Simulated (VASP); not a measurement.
Input of a VASP 6.6.1 run:

The input INCAR:

```
SYSTEM = Ca
ALGO = Fast
EDIFF = 1E-7
ENCUT = 520
GGA = PE
ISIF = 2
ISMEAR = 0
LASPH = .TRUE.
LCHARG = .FALSE.
LREAL = .FALSE.
LWAVE = .FALSE.
NBANDS = 11
NELM = 100
PREC = Accurate
SIGMA = 0.15
```

File KPOINTS:

```
k-points
0
G
  16 16 16
  0 0 0
```

File POSCAR:

```
Ca
1.0
   -2.1667728944      2.2052049036      2.1575237242
    2.2436369128     -2.2052049036      2.2347058958
    2.1667728944      2.2052049036     -2.1575237242
Ca
1
Direct
    0.5000000000      0.5000000000      0.0000000000
```

Potentials or basis: VASP PAW PBE potentials, release 64 (Ca_sv).

The run is started by

```sh
$ cat potpaw_PBE.64/Ca_sv/POTCAR > POTCAR
$ mpirun -np 1 vasp_std > vasp.out
```

**Question.** Estimate the band gap on the k mesh.

**Answer.** None (metal or under the smearing width).

**Question.** What does it give for the pressure?

**Answer.** -0.2 GPa.

Stress tensor (GPa, compression positive):
```
-0.21  0.00 -0.48
 0.00 -0.19  0.00
-0.48  0.00 -0.22
```
